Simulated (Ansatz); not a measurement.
Structures of Si2Ni: which is lowest?

Plane-wave DFT in Ansatz with scalar-relativistic PAW potentials, cutoff 420 eV, Γ-centred meshes chosen by cell and gap, Gaussian smearing with energies taken to zero width. Every cell was relaxed (cell and atoms) in a run of its own, within the symmetry of its start. Functional: PBE.

Relaxed structures (starts from databases or built by putting these elements on another compound's sites):
A. Pnnm, 6 atoms in the computed cell, a = 5.564 Å, b = 5.623 Å, c = 2.630 Å; sites (symmetry × multiplicity) Si ..m × 4, Ni ..2/m × 2; start: built
B. Fm-3m, 3 atoms in the computed cell, a = 5.447 Å; sites (symmetry × multiplicity) Si -43m × 8, Ni m-3m × 4; start: database
C. P4/nmm, 6 atoms in the computed cell, a = 3.533 Å, c = 6.219 Å; sites (symmetry × multiplicity) Si -4m2 × 2 + 4mm × 2, Ni 4mm × 2; start: built

Task: Rank them by energy. Could pressure change the order?

Result:
| structure | group | E − E(lowest) (meV/atom) | V (Å³/atom) | gap on mesh (eV) |
| --- | --- | --- | --- | --- |
| B | Fm-3m | 0.0 | 13.47 | 0.00 |
| A | Pnnm | 128 | 13.71 | 0.00 |
| C | P4/nmm | 261 | 12.94 | 0.00 |

B is lowest, 128 meV/atom under A. C is denser by 0.53 Å³/atom, so pressure favours it: ΔE/ΔV, with ΔE in eV and 1 eV/Å³ = 160.2 GPa, gives about 79 GPa for equal enthalpy if both cells were rigid; at such pressures compression changes ΔV much, so this is a scale only. Other structures may lie lower than all of these, and vibrations aren't counted.

Spin polarisation was left out, and a magnetic state may lie lower.